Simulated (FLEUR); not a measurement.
The system is SnTe.

```
CELL_PARAMETERS angstrom
0.00000 3.15085 3.15085
3.15085 0.00000 3.15085
3.15085 3.15085 0.00000
ATOMIC_POSITIONS crystal
Te 0.50000 0.50000 0.50000
Sn 0.00000 0.00000 0.00000
```

```yaml
Program: FLEUR MaX-R8.1 (later development tree)
Task: single point
Functional: PBEsol
Potentials_or_basis: all-electron
Basis: FLAPW
Kmax: 4.1 1/bohr
k_mesh: 7 × 7 × 7
Occupations: fermi-dirac, width 0.05 eV
Spin: no spin polarisation
Gmax: 12.7 1/bohr
Muffin-tin_radii: Te 2.66, Sn 2.66 bohr
lmax: Te 10, Sn 10
lnonsphr: Te 10, Sn 10
Local_orbitals_a_species: Te 6, Sn 5
Max_iterations: 60
Mixing_factor: 0.05
Mixer: Anderson
Mixer_history: 15
```

On this cell: largest force zero by symmetry; band gap on the k mesh not listed.

The same run follows on a disturbed copy (atoms moved at random, drawn with an rms of 0.05 Å):

```
CELL_PARAMETERS angstrom
0.00000 3.15085 3.15085
3.15085 0.00000 3.15085
3.15085 3.15085 0.00000
ATOMIC_POSITIONS crystal
Te 0.51041 0.49414 0.50590
Sn 0.00359 0.99017 0.99647
```

Question: What does the disturbed cell give?

Answer: The energy moves by +0.1 meV/atom; largest force 0.010 eV/Å; band gap on the k mesh 0.67 eV, direct.

Forces on the atoms (eV/Å):
```
Te  -0.006 -0.007 -0.004
Sn   0.006  0.007  0.004
```

Caveats: spin-orbit coupling is left out, which moves the levels of the heavy elements (some runs); an odd mesh through Γ misses points on the zone boundary, where band edges often lie (some runs).
